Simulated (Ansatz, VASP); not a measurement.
# One calculation of Ru, two programs

Contents of INCAR:

```
PREC     = Accurate       # precision mode
ENCUT    = 520            # plane-wave cutoff, eV
EDIFF    = 1E-6           # SCF threshold, eV
ISMEAR   = 0              # smearing method
SIGMA    = 0.15           # smearing width, eV
LREAL    = F              # projectors in reciprocal space
LASPH    = T              # aspherical terms in the spheres
NELM     = 100            # most SCF steps
ALGO     = Fast           # electronic algorithm
ISIF     = 2              # what is computed and relaxed
LWAVE    = F              # write WAVECAR
LCHARG   = F              # write CHGCAR
GGA      = PS             # functional
NBANDS   = 21             # bands
```

File KPOINTS:

```
regular mesh
0
Gamma
  21 21 12
```

The input POSCAR:

```
Ru
1.0
    2.7157083866      0.0000000000      0.0000000000
   -1.3578541933      2.3518724521      0.0000000000
    0.0000000000      0.0000000000      4.5050886426
Ru
2
Direct
    0.3333333333      0.6666666667      0.2500000000
    0.6666666667      0.3333333333      0.7500000000
```

Input for Ansatz:

```yaml
crystal:
  lattice:
    - [2.7157083866, 0.0, 0.0]
    - [-1.3578541933, 2.3518724521, 0.0]
    - [0.0, 0.0, 4.5050886426]
  atoms:
    - { symbol: Ru, position: [0.3333333333, 0.6666666667, 0.25] }
    - { symbol: Ru, position: [0.6666666667, 0.3333333333, 0.75] }
basis:
  ecutwfc: 420
kpoints:
  mp_grid: { grid: [21, 21, 12] }
hamiltonian:
  xc: pbesol
  pseudopotentials: { kind: paw, azcp: { folder: soft_1 } }
scf:
  occupations: { method: gaussian, width: 0.15 }
output:
  forces: true
  stress: true
  eigenvalues: true
```

Alike in both runs: task single point; functional PBEsol; k mesh 21 × 21 × 12; occupations gaussian, width 0.15 eV; no spin polarisation.

```csv
,VASP,Ansatz
version,VASP 6.6.1,Ansatz 0.2.0
potentials or method,"VASP PAW PBE potentials, release 64 (Ru_pv)","scalar-relativistic, plane waves, PAW"
plane-wave cutoff (eV),520,420
valence electrons in the cell,28,32
```

|  | VASP | Ansatz | Ansatz less VASP |
| --- | --- | --- | --- |
| gap on the k mesh at the Fermi level (eV) | none | none | - |
| pressure (GPa) | -22.0 | -21.9 | +0.12 |
| largest component of the traceless stress (GPa) | 13.24 | 13.26 | +0.024 |

A gap of «none» marks a metal or a gap that the smearing closes. The two sets of potentials don't hold the same shells in valence. Ansatz warned: «pseudo_functional_mismatch».

Caveats: so large a pressure means that the cell lies far from this level's equilibrium, or that cutoff or potentials fall short (VASP); the potentials were made for another functional, which shifts forces and pressure (VASP).
